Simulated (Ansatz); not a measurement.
The system is TiO.

```xyz
4
Lattice="2.8516 0.0000 0.0000 -1.4258 2.4696 0.0000 0.0000 0.0000 5.5675" Properties=species:S:1:pos:R:3 pbc="T T T"
Ti    1.4258    0.8232    4.1756
Ti    0.0000    1.6464    1.3919
O     0.0000    0.0000    2.7838
O     0.0000    0.0000    0.0000
```

The cell comes from a database or a generator and needn't be the stable form of this composition.

Base run:

```yaml
Program: Ansatz 0.2.0
Functional: PBEsol
Potentials_or_basis: Ansatz PAW
Cutoff: "420 eV (not typed: the program's choice for these potentials)"
k_mesh: 11 × 11 × 5
Occupations: fermi-dirac, width 0.05 eV
Spin: no spin polarisation
Hubbard_terms: Ti d U = 4 eV
```

Its results: band gap on the k mesh none (metal or under the smearing width); pressure -3.3 GPa.

Task: The run is repeated on the same cell with these changes: hubbard terms from Ti d U = 4 eV to Ti d U = 1 eV. What comes out?

Result: Band gap on the k mesh none (metal or under the smearing width); pressure -8.5 GPa.

Caveats: U without spin polarisation on a metal has little footing; the PAW data sets come from PBE, with cores solved anew for the run's functional, which leaves a small shift of forces and pressure.
